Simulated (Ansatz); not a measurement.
Crystal: ZnCu.

```
CELL_PARAMETERS angstrom
2.94500 0.00000 0.00000
0.00000 2.94500 0.00000
0.00000 0.00000 2.94500
ATOMIC_POSITIONS crystal
Zn 0.50000 0.50000 0.50000
Cu 0.00000 0.00000 0.00000
```

```yaml
Program: Ansatz 0.2.0
Task: single point
Functional: PBE
Potentials_or_basis: all-electron LAPW, scalar-relativistic
Cutoff: 295 eV (chosen from the basis error)
Basis_error_allowed: 0.001 eV/atom
k_mesh: 9 × 9 × 9
Occupations: fermi-dirac, width 0.05 eV
Spin: no spin polarisation
```

On this cell: pressure 2.5 GPa; largest force zero by symmetry; band gap on the k mesh none (metal or under the smearing width).

The same run follows on a disturbed copy (atoms moved at random, drawn with an rms of 0.05 Å):

```
CELL_PARAMETERS angstrom
2.94500 0.00000 0.00000
0.00000 2.94500 0.00000
0.00000 0.00000 2.94500
ATOMIC_POSITIONS crystal
Zn 0.51110 0.50424 0.49528
Cu 0.97717 0.99097 0.00355
```

Question: What does the disturbed cell give?

Answer: The energy (extrapolated to zero smearing) moves by +14.9 meV/atom; pressure 3.2 GPa; largest force 0.542 eV/Å; band gap on the k mesh none (metal or under the smearing width).

Forces on the atoms (eV/Å):
```
Zn  -0.489 -0.198  0.124
Cu   0.489  0.198 -0.124
```

Stress tensor (GPa, compression positive):
```
 2.87  0.44 -0.28
 0.44  3.36 -0.11
-0.28 -0.11  3.42
```
